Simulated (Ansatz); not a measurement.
# AlN: response to strain

Aim: deform AlN (equal xx and yy strain of -1 %) and compute stress, forces and field gradients with LAPW, PAW and all-electron datasets made for the crystal.

Computed with Ansatz 0.2.0 (DFT PBEsol, scalar-relativistic, unless a step's input says otherwise).

## Step 1: The system as given

Symmetry: P6_3mc, No. 186, hexagonal system. The conventional cell has a = 3.111 Å, b = 3.111 Å, c = 4.978 Å, α = 90.00°, β = 90.00°, γ = 120.00°. Al (site symmetry 3m) is surrounded by 4 N at 1.89 to 1.92 Å. Around N (site symmetry 3m) lie 4 Al at 1.89 to 1.92 Å.

As a file:

```cif
data_structure
_symmetry_space_group_name_H-M 'P6_3mc'
_symmetry_Int_Tables_number 186
_cell_length_a 3.1110
_cell_length_b 3.1110
_cell_length_c 4.9780
_cell_angle_alpha 90.000
_cell_angle_beta 90.000
_cell_angle_gamma 120.000
_cell_volume 41.72
loop_
_atom_site_label
_atom_site_type_symbol
_atom_site_symmetry_multiplicity
_atom_site_Wyckoff_symbol
_atom_site_fract_x
_atom_site_fract_y
_atom_site_fract_z
_atom_site_occupancy
Al1 Al 2 b 0.33333 0.66667 0.00000 1
N1 N 2 b 0.33333 0.66667 0.38500 1
```

The file gives the conventional cell by its symmetry; the runs use the cell typed in the input.

Atoms are numbered in the order of the input: Al1, Al2, N3, N4.

## Step 2: The deformed structure

Space group P6_3mc before, P6_3mc after.

## Step 3: Full-potential LAPW

Input file input.yaml:

```yaml
crystal:
  lattice:
    - [3.0798921301, 0.0, 0.0]
    - [-1.539946065, 2.6672648256, 0.0]
    - [0.0, 0.0, 4.978]
  atoms:
    - { symbol: Al, position: [0.3333333333, 0.6666666667, 0.0] }
    - { symbol: Al, position: [0.6666666667, 0.3333333333, 0.5] }
    - { symbol: "N", position: [0.3333333333, 0.6666666667, 0.385] }
    - { symbol: "N", position: [0.6666666667, 0.3333333333, 0.885] }
kpoints:
  mp_grid: { grid: [11, 11, 6] }
  band_path:
    path:
      - [0.0, 0.0, 0.0]
      - [0.5, 0.0, 0.0]
      - [0.3333333333, 0.3333333333, 0.0]
      - [0.0, 0.0, 0.0]
      - [0.0, 0.0, 0.5]
      - [0.5, 0.0, 0.5]
      - [0.3333333333, 0.3333333333, 0.5]
      - [0.0, 0.0, 0.5]
      - [0.5, 0.0, 0.5]
    npoints: 5
scf:
  occupations: { method: fermi_dirac, width: 0.02 }
hamiltonian:
  xc: pbesol
  pseudopotentials: { kind: all_electron, lapw: { basis_error: 0.001 } }
output:
  forces: true
  stress: true
  eigenvalues: true
```

On the command line:

```sh
> ansatz run input.yaml --threads 1 --pin off --max-ram 6144MiB --backend cpu --events-out ev --progress --plain --runs-dir out
```

Standard output, cut to the lines that bear on the results:

```text
LAPW: plane waves up to 10.092 Å⁻¹, error target 1.0e-3 eV per atom; small_component_spin mean_spin; N in spheres of 0.895 Å, 7 of its electrons in bands, Dirac shells []; Al in spheres of 0.973 Å, 11 of its electrons in bands, Dirac shells []
[...]
Pseudopotentials: kind: all_electron
Pseudopotential: Al, LAPW, valence charge 11, Koelling and Harmon's equation, gaussian nucleus
Pseudopotential: N, LAPW, valence charge 7, Koelling and Harmon's equation, gaussian nucleus
Functional definition: PBEsol
[...]
Crystal: 4 atoms, lattice volume = 40.894 Å³
Basis set: ecut = 388.03497851665554 eV, 699 PW (Γ), exchange–correlation at level 2
Bands: 22, of which v1, the nominal top of the filled ones, is band 18 counted from 1 (17 counted from 0)
Symmetry: 12 space group operations
Space group: P63mc (ITA 186), of the structure as read, at distance tolerance 3.4e-5 Å
k-points: 64 of 726 (time reversal used)
[...]
SCF iter   1: F=—  HF=-16168.947080 eV  |F-HF|=—  |Δ(HF+E_count)|=         —  Δρ=1.50e-1  dr2=1.09e1  ethr=3.03e-2  ⟨swp⟩=2.0  Hψ=9677  notcnv=0
[...]
the basis was enlarged: its passes take 533.0 KiB over the memory plan, 1 of 1 planned eigensolver slots
[...]
SCF iter   7: F=-16164.242087 eV  HF=-16164.242087 eV  |F-HF|=4.73e-9  |Δ(HF+E_count)|=   5.65e-7  Δρ=8.54e-6  dr2=1.54e-8  ethr=2.57e-9  ⟨swp⟩=2.2  Hψ=4050  notcnv=0
[...]
NSCF: frozen V_eff on 41 k-points
SCF converged after 7 iterations
Free energy (F): -16164.242087 eV
[...]
E sigma→0 (E₀):  -16164.242087 eV
Fermi energy:    11.011862 eV
[...]
--- Forces (eV/Å), atoms counted from 1 ---
  atom   1  Al     0.00000000    -0.00000000     0.29866608
  atom   2  Al    -0.00000000     0.00000000     0.29866608
  atom   3  N      0.00000000    -0.00000000    -0.29864115
  atom   4  N     -0.00000000     0.00000000    -0.29864115
[...]
--- Stress (GPa, compression-positive) ---
        7.037681      -0.000000      -0.000000
       -0.000000       7.037681       0.000000
       -0.000000       0.000000       0.492055
  P = ⅓ Tr σ = 4.8558 GPa (48.558 kbar)
--- Band table (eV; the first three rows and the last of 64) ---
  k-point 0: bands = ["-363.1930", "-363.1930", "-91.2251", "-91.2240", "-52.9246", "-52.9127", "-52.9000", "-52.9000", "-52.8980", "-52.8980", "-6.4549", "-4.2462", "2.6820", "7.9772", "7.9772", "8.6114", "8.6114", "8.8644", "13.1497", "15.6940", "19.5119", "20.1128"]
[...]
```

It took 36 s on 1 thread of Arm Neoverse V2, shared host; peak memory 0.39 GiB.

Result: pressure 4.86 GPa; gap 4.29 eV, direct at Γ; largest force 0.299 eV/Å.

## Step 4: PAW on the default files

Input file input.yaml:

```yaml
crystal:
  lattice:
    - [3.0798921301, 0.0, 0.0]
    - [-1.539946065, 2.6672648256, 0.0]
    - [0.0, 0.0, 4.978]
  atoms:
    - { symbol: Al, position: [0.3333333333, 0.6666666667, 0.0] }
    - { symbol: Al, position: [0.6666666667, 0.3333333333, 0.5] }
    - { symbol: "N", position: [0.3333333333, 0.6666666667, 0.385] }
    - { symbol: "N", position: [0.6666666667, 0.3333333333, 0.885] }
kpoints:
  mp_grid: { grid: [11, 11, 6] }
scf:
  occupations: { method: fermi_dirac, width: 0.02 }
hamiltonian:
  xc: pbesol
  pseudopotentials: { kind: paw }
output:
  forces: true
  stress: true
  eigenvalues: true
  efg: { contact_densities: true }
```

On the command line:

```sh
> ansatz run input.yaml --threads 1 --pin off --max-ram 6144MiB --backend cpu --events-out ev --progress --plain --runs-dir out
```

Standard output:

```text
Engine: ansatz 0.2.0
Pseudopotentials: kind: paw
Pseudopotential: Al, paw, valence charge 3, recommended cutoff 420 eV (normal)
Pseudopotential: N, paw, valence charge 5, recommended cutoff 420 eV (normal)
Functional definition: PBEsol
  exchange = pbesol_x
  correlation = pbesol_c
Crystal: 4 atoms, lattice volume = 40.894 Å³
Basis set: ecut = 420 eV, 785 PW (Γ), exchange–correlation on 48×48×72 points (8 copies of the dense FFT grid, shifted against one another)
Bands: 12, of which v1, the nominal top of the filled ones, is band 8 counted from 1 (7 counted from 0)
Symmetry: 12 space group operations
Space group: P63mc (ITA 186), of the structure as read, at distance tolerance 3.4e-5 Å
k-points: 64 of 726 (time reversal used)
Non-local potential: Al, projectors of the file, l = 0: 2, l = 1: 2, l = 2: 1
Non-local potential: N, projectors of the file, l = 0: 2, l = 1: 2, l = 2: 1
PAW form: soft (Blöchl's): semilocal exchange-correlation on the pseudo side does not see the compensation charge
PAW frozen core: Al, regenerated for the run's functional, and the local potential with it (the file was generated under x = pbe(κ = 0.804, μ = 0.2195149727645171), c = pbe(β = 0.06672455060314922))
PAW frozen core: N, regenerated for the run's functional, and the local potential with it (the file was generated under x = pbe(κ = 0.804, μ = 0.2195149727645171), c = pbe(β = 0.06672455060314922))
PAW one-centre angular grid: Al, 110 points (default); XC on 64 Gauss nodes
PAW one-centre angular grid: N, 110 points (default); XC on 64 Gauss nodes
Initial density: superposition of atomic densities (neutral atoms: chi_scale 0, normalization atom), corrected by the library's trained network
Initial wavefunctions: pseudopotential atomic-orbital guess
Functional: x = pbesol(κ = 0.804, μ = 0.12345679012345678), c = pbesol(β = 0.046)
SCF iter   1: F=—  HF=-1811.906202 eV  |F-HF|=—  |Δ(HF+E_count)|=         —  Δρ=1.05e-2  dr2=4.77e-2  ethr=1.77e-3  ⟨swp⟩=6.2  Hψ=5262  notcnv=0
preconditioner: auto → none  [insulator: Δε(μ)=4.194 eV  Ē_g=13.126 eV  σ=0.020 eV  W_gap=1.00  n_scr=2 (ndim 8)  ℏωp=23.2 eV  f_vac=0.000  D(μ)=0.00/eV (n_scr^D=0)  ε∞_Penn≈4.1]
SCF iter   2: F=—  HF=-1811.892528 eV  |F-HF|=—  |Δ(HF+E_count)|=   1.37e-2  Δρ=1.37e-3  dr2=8.08e-4  ethr=2.98e-4  ⟨swp⟩=3.0  Hψ=1923  notcnv=0
SCF iter   3: F=—  HF=-1811.892366 eV  |F-HF|=—  |Δ(HF+E_count)|=   1.62e-4  Δρ=4.97e-4  dr2=5.30e-5  ethr=5.05e-6  ⟨swp⟩=2.1  Hψ=1212  notcnv=0
SCF iter   4: F=—  HF=-1811.892236 eV  |F-HF|=—  |Δ(HF+E_count)|=   1.29e-4  Δρ=1.98e-5  dr2=5.92e-8  ethr=6.25e-10  ⟨swp⟩=5.0  Hψ=4290  notcnv=0
iter 5 did not close the SCF: its close was put off for the readings that it lacked (scf_convergence_deferred on its scf_iter line)
SCF iter   5: F=-1811.892236 eV  HF=-1811.892236 eV  |F-HF|=3.75e-10  |Δ(HF+E_count)|=   3.12e-8  Δρ=1.84e-6  dr2=4.10e-10  ethr=3.70e-10  ⟨swp⟩=2.2  Hψ=1211  notcnv=0
SCF iter   6: F=-1811.892236 eV  HF=-1811.892236 eV  |F-HF|=7.96e-12  |Δ(HF+E_count)|=  4.44e-10  Δρ=2.55e-7  dr2=1.68e-11  ethr=2.56e-12  ⟨swp⟩=1.3  Hψ=2234  notcnv=0
SCF 1 converged in 6 iterations: F = -1811.892236 eV  dr2 = 1.68e-11
SCF converged after 6 iterations
Free energy (F): -1811.892236 eV
Harris-Foulkes:  -1811.892236 eV  (|F-HF|=7.96e-12)
Internal energy: -1811.892236 eV  (E = F + TS)
E sigma→0 (E₀):  -1811.892236 eV
Fermi energy:    9.442642 eV
--- Per-component energies (eV) ---
  E_band       = 31.682754
  E_kinetic    = 319.588959
  E_local      = -442.016673  (includes V_loc(G=0)·N_el)
  E_nonlocal   = 111.754462
  E_hartree    = 152.504389
  E_xc         = -201.998319
  E_vxc        = -215.708608  (∫ρ·V_xc dr)
  E_paw        = -1155.822186  (= ΣΔE_a)
  E_vpaw       = -46.944352  (= ΣTr[D̂ρ^β])
  E_aug_tail   = 0.000188  (compensation charges beyond the density's cutoff)
  E_ewald      = -595.997533
  E_core_change = 0.094476  (= ΣΔE_core)
  E_smearing   = -0.000000  (= −TS)
  E_closure    = -0.000000  (closes the sum)
  Σ components = -1811.892236   (vs F -1811.892236, Δ=0.00e0)
--- Forces (eV/Å), atoms counted from 1 ---
  atom   1  Al     0.00000000    -0.00000000     0.29809242
  atom   2  Al    -0.00000000     0.00000000     0.29809242
  atom   3  N     -0.00000000     0.00000000    -0.29809438
  atom   4  N      0.00000000    -0.00000000    -0.29809438
  max |Σ_I F_I| component: 3.91e-6 eV/Å
--- Stress (GPa, compression-positive) ---
        7.199441      -0.000000      -0.000000
       -0.000000       7.199441       0.000000
       -0.000000       0.000000       0.623237
  P = ⅓ Tr σ = 5.0074 GPa (50.074 kbar)
--- PAW observables at the nuclei: V_zz in 10²¹ V/m², potentials from the cell's mean, atoms counted from 1 ---
  atom   1  Al V_zz =    +1.069064   η = 0.0000   by run symmetry: allowed
            electrostatic potential = -1231.765444 V   contact ρ = 10040.136826 e/Å³
  atom   2  Al V_zz =    +1.069064   η = 0.0000   by run symmetry: allowed
            electrostatic potential = -1231.765444 V   contact ρ = 10040.136826 e/Å³
  atom   3  N  V_zz =    +0.246072   η = 0.0000   by run symmetry: allowed
            electrostatic potential = -516.618700 V   contact ρ = 1402.547786 e/Å³
  atom   4  N  V_zz =    +0.246072   η = 0.0000   by run symmetry: allowed
            electrostatic potential = -516.618700 V   contact ρ = 1402.547786 e/Å³
--- Band table (eV; the first three rows and the last of 64) ---
  k-point 0: bands = ["-8.0055", "-5.8043", "1.1270", "6.4153", "6.4153", "7.0470", "7.0470", "7.3006", "11.5750", "14.1331", "17.9448", "18.5537"]
  k-point 1: bands = ["-7.8974", "-6.0195", "1.5106", "6.4553", "6.4553", "6.6781", "7.0022", "7.0022", "12.0837", "14.1963", "17.7667", "18.5239"]
  k-point 2: bands = ["-7.5837", "-6.5286", "2.5136", "5.3489", "6.5658", "6.5658", "6.8817", "6.8817", "13.0626", "14.2446", "17.4787", "18.4225"]
  k-point 63: bands = ["-5.3562", "-5.3562", "2.2478", "2.2478", "3.4975", "3.4975", "6.4502", "6.4502", "14.2488", "14.2488", "15.4472", "15.4472"]
```

Wall time 3.6 s (1 thread of Arm Neoverse V2, shared host); peak memory 0.33 GiB.

Read from it: pressure 5.01 GPa; gap on the k mesh 4.27 eV; largest force 0.298 eV/Å; Vzz Al1 1.07 (η = 0.00), N3 0.25 (η = 0.00) (10²¹ V/m²).

## Step 5: All-electron PAW on datasets made for the crystal

input.yaml, as its differences from that of step 4:

```diff
@@ -16,3 +16,3 @@
   xc: pbesol
-  pseudopotentials: { kind: paw }
+  pseudopotentials: { kind: all_electron, datasets: crystal }
 output:
```

On the command line:

```sh
> ansatz run input.yaml --threads 1 --pin off --max-ram 6144MiB --backend cpu --events-out ev --progress --plain --runs-dir out
```

Standard output:

```text
hamiltonian.pseudopotentials.datasets: crystal makes datasets for this crystal and solves the spheres of its atoms anew in each pass: cutoff 380.0 eV, the density's 1900.0 eV; for an error of 0.50 meV an atom under PBE, 2.0 meV for the cell; an energy difference from a run of another recipe may be off by several times the error for the cell, under r2SCAN by more, where some 0.1 meV an atom stays at smaller errors; N in spheres of 0.990 Å, 5 of its electrons in bands; Al in spheres of 0.873 Å, 3 of its electrons in bands, 8 on its site; only band paths and densities of states list, in semicore columns, the levels of the semicore shells that are solved separately: 2s of Al, 2p of Al
Engine: ansatz 0.2.0
Pseudopotentials: kind: all_electron
Pseudopotential: Al, paw, valence charge 11, recommended cutoff 380 eV (normal), Koelling and Harmon's equation, gaussian nucleus
Pseudopotential: N, paw, valence charge 5, recommended cutoff 380 eV (normal), Koelling and Harmon's equation, gaussian nucleus
Functional definition: PBEsol
  exchange = pbesol_x
  correlation = pbesol_c
Crystal: 4 atoms, lattice volume = 40.894 Å³
Basis set: ecut = 380 eV, 687 PW (Γ), exchange–correlation on 48×48×72 points (8 copies of the dense FFT grid, shifted against one another)
Bands: 12, of which v1, the nominal top of the filled ones, is band 8 counted from 1 (7 counted from 0)
Symmetry: 12 space group operations
Space group: P63mc (ITA 186), of the structure as read, at distance tolerance 3.4e-5 Å
k-points: 64 of 726 (time reversal used)
Non-local potential: Al, projectors of the file, l = 0: 1, l = 1: 1
Non-local potential: N, projectors of the file, l = 0: 1, l = 1: 2
PAW form: soft (Blöchl's): semilocal exchange-correlation on the pseudo side does not see the compensation charge
PAW one-centre angular grid: Al, 110 points (default); XC on its mesh's 1853 points in the sphere
PAW one-centre angular grid: N, 110 points (default); XC on its mesh's 1953 points in the sphere
Initial density: superposition of atomic densities (neutral atoms: chi_scale 0, normalization atom)
Initial wavefunctions: pseudopotential atomic-orbital guess
Functional: x = pbesol(κ = 0.804, μ = 0.12345679012345678), c = pbesol(β = 0.046)
iter 1 solved again at ethr=9.52e-2 eV; its pass at ethr=1.00e-1 eV (dr2=1.52e1 eV) is discarded
SCF iter   1: F=—  HF=-16168.426190 eV  |F-HF|=—  |Δ(HF+E_count)|=         —  Δρ=1.81e-1  dr2=1.52e1  ethr=9.52e-2  ⟨swp⟩=2.0  Hψ=4729  notcnv=0
preconditioner: auto → none  [insulator: Δε(μ)=5.830 eV  Ē_g=14.705 eV  σ=0.020 eV  W_gap=1.00  n_scr=2 (ndim 8)  ℏωp=23.2 eV  f_vac=0.000  D(μ)=0.00/eV (n_scr^D=0)  ε∞_Penn≈3.5]
SCF iter   2: F=—  HF=-16164.770405 eV  |F-HF|=—  |Δ(HF+E_count)|=    3.66e0  Δρ=8.69e-2  dr2=1.86e0  ethr=9.48e-2  ⟨swp⟩=3.4  Hψ=2234  notcnv=0
iter 3 solved again at ethr=6.85e-4 eV; its pass at ethr=1.16e-2 eV (dr2=1.10e-1 eV) is discarded
SCF iter   3: F=—  HF=-16164.237531 eV  |F-HF|=—  |Δ(HF+E_count)|=   5.33e-1  Δρ=2.23e-2  dr2=1.08e-1  ethr=6.85e-4  ⟨swp⟩=2.4  Hψ=3567  notcnv=0  defer=8
SCF iter   4: F=—  HF=-16164.242887 eV  |F-HF|=—  |Δ(HF+E_count)|=   5.36e-3  Δρ=3.05e-3  dr2=3.09e-3  ethr=6.77e-4  ⟨swp⟩=2.1  Hψ=1541  notcnv=0  defer=4
SCF iter   5: F=—  HF=-16164.243194 eV  |F-HF|=—  |Δ(HF+E_count)|=   3.07e-4  Δρ=6.59e-4  dr2=1.25e-4  ethr=1.93e-5  ⟨swp⟩=3.6  Hψ=2421  notcnv=0  defer=8
SCF iter   6: F=—  HF=-16164.243182 eV  |F-HF|=—  |Δ(HF+E_count)|=   1.25e-5  Δρ=1.56e-4  dr2=5.24e-6  ethr=7.81e-7  ⟨swp⟩=3.0  Hψ=1549  notcnv=0  defer=3
SCF iter   7: F=—  HF=-16164.243192 eV  |F-HF|=—  |Δ(HF+E_count)|=   1.01e-5  Δρ=2.65e-5  dr2=1.67e-7  ethr=3.27e-8  ⟨swp⟩=3.0  Hψ=1803  notcnv=0
SCF iter   8: F=-16164.243192 eV  HF=-16164.243192 eV  |F-HF|=1.07e-8  |Δ(HF+E_count)|=   4.91e-8  Δρ=7.49e-6  dr2=1.32e-8  ethr=1.04e-9  ⟨swp⟩=3.0  Hψ=1468  notcnv=0
SCF 1 converged in 8 iterations: F = -16164.243189 eV  dr2 = 1.32e-8
  Residual-converged pass: ⟨swp⟩=3.2  Hψ=1773  notcnv=0  max |occ|·‖R‖ = 6.5e-6 eV (tolerance 6.7e-6 eV)  dr2=1.27e-8  dr2_onsite=7.19e-9  max |Δocc| = 0.0e0
SCF converged after 8 iterations
Free energy (F): -16164.243189 eV
Harris-Foulkes:  -16164.243189 eV  (|F-HF|=1.07e-8)
Internal energy: -16164.243189 eV  (E = F + TS)
E sigma→0 (E₀):  -16164.243189 eV
Past the cutoff: the bands carry plane waves up to 1.75 times it, of which those up to 1.5 times it add -0.000137 eV an atom, each by itself; the spheres take 0.000119 eV an atom off the energy for waves past 1.75 times it
By the cutoff:   a pressure is off by up to 0.007 GPa (1.2 times the spheres' own share and the shells' term, over an atom's volume, and 0.004 GPa: a bound that held against runs at twice the plane waves)
Past the cutoffs: a stress includes 0.0090 GPa for waves and charges beyond them, in addition to the slope of what the spheres take
In the spheres:  the bands' charges fall short by 6.3e-7 e at most (sound up to 1e-3), those of shells solved beside the bands by 3.4e-7 e (sound up to 5e-4)
Fermi energy:    11.011933 eV
--- Per-component energies (eV) ---
  The terms above E_closure are by the made datasets' own strengths, without shells solved beside the bands.
--- Forces (eV/Å), atoms counted from 1 ---
  atom   1  Al     0.00000000    -0.00000000     0.29873414
  atom   2  Al    -0.00000000     0.00000000     0.29873414
  atom   3  N      0.00000000    -0.00000000    -0.29875499
  atom   4  N     -0.00000000     0.00000000    -0.29875499
  max |Σ_I F_I| component: 4.17e-5 eV/Å
--- Stress (GPa, compression-positive) ---
        7.035625      -0.000000      -0.000000
       -0.000000       7.035625       0.000000
       -0.000000       0.000000       0.489229
  P = ⅓ Tr σ = 4.8535 GPa (48.535 kbar)
  It holds what live shells' own plane waves past their cutoff add
--- PAW observables at the nuclei: V_zz in 10²¹ V/m², potentials from the cell's mean, atoms counted from 1 ---
  atom   1  Al V_zz =    +1.057000   η = 0.0000   by run symmetry: allowed
            electrostatic potential = -1230.151091 V   contact ρ = 10046.137333 e/Å³
  atom   2  Al V_zz =    +1.057000   η = 0.0000   by run symmetry: allowed
            electrostatic potential = -1230.151091 V   contact ρ = 10046.137333 e/Å³
  atom   3  N  V_zz =    +0.249814   η = 0.0000   by run symmetry: allowed
            electrostatic potential = -515.829504 V   contact ρ = 1402.787931 e/Å³
  atom   4  N  V_zz =    +0.249814   η = 0.0000   by run symmetry: allowed
            electrostatic potential = -515.829504 V   contact ρ = 1402.787931 e/Å³
--- Band table (eV; the first three rows and the last of 64) ---
  k-point 0: bands = ["-6.4548", "-4.2461", "2.6821", "7.9772", "7.9772", "8.6114", "8.6114", "8.8645", "13.1498", "15.6941"]
  k-point 1: bands = ["-6.3463", "-4.4621", "3.0664", "8.0174", "8.0174", "8.2419", "8.5666", "8.5666", "13.6572", "15.7577"]
  k-point 2: bands = ["-6.0314", "-4.9728", "4.0716", "6.9116", "8.1290", "8.1290", "8.4460", "8.4460", "14.6340", "15.8084"]
  k-point 63: bands = ["-3.7952", "-3.7952", "3.8022", "3.8022", "5.0549", "5.0549", "8.0110", "8.0110", "15.8141", "15.8141"]
```

Run time: 11 s. Hardware: 1 thread of Arm Neoverse V2, shared host; peak memory 0.59 GiB.

This run gives: pressure 4.85 GPa; gap on the k mesh 4.29 eV; largest force 0.299 eV/Å; Vzz Al1 1.06 (η = 0.00), N3 0.25 (η = 0.00) (10²¹ V/m²).

## Step 6: Stress and forces compared

Stress (GPa, compression positive):

```
          method    xx    yy    zz    yz    xz    xy
            LAPW  7.04  7.04  0.49  0.00  0.00  0.00
             PAW  7.20  7.20  0.62  0.00  0.00  0.00
crystal datasets  7.04  7.04  0.49  0.00  0.00  0.00
```

Forces (eV/Å):

```
atom  LAPW x  LAPW y  LAPW z  PAW x  PAW y   PAW z  crystal datasets x  crystal datasets y  crystal datasets z
 Al1   0.000   0.000   0.299  0.000  0.000   0.298               0.000               0.000               0.299
 Al2   0.000   0.000   0.299  0.000  0.000   0.298               0.000               0.000               0.299
  N3   0.000   0.000  -0.299  0.000  0.000  -0.298               0.000               0.000              -0.299
  N4   0.000   0.000  -0.299  0.000  0.000  -0.298               0.000               0.000              -0.299
```

```
          method  pressure (GPa)  gap on the k mesh (eV)  largest force (eV/Å)  Vzz Al1 (10²¹ V/m²)  Vzz N3 (10²¹ V/m²)  SCF cycles, all passes
            LAPW            4.86                    4.29                 0.299                    –                   –                       7
             PAW            5.01                    4.27                 0.298                 1.07                0.25                       6
crystal datasets            4.85                    4.29                 0.299                 1.06                0.25                       8
```

## Step 7: What came out

```
                                 quantity                                           value
                                 pressure  LAPW 4.86, PAW 5.01, crystal datasets 4.85 GPa
largest shear or deviatoric stress (LAPW)                                        4.36 GPa
```

**Reading.** The largest part of the stress beyond the pressure is 4.36 GPa in size, in the zz component; the atoms are carried along and not relaxed. No run of the undeformed cell stands beside it, so the pressure holds what the given cell had before the change. PAW: stress within 0.16 GPa of LAPW, forces within 1 meV/Å. Crystal datasets: stress within 0.01 GPa of LAPW, forces within 1 meV/Å.
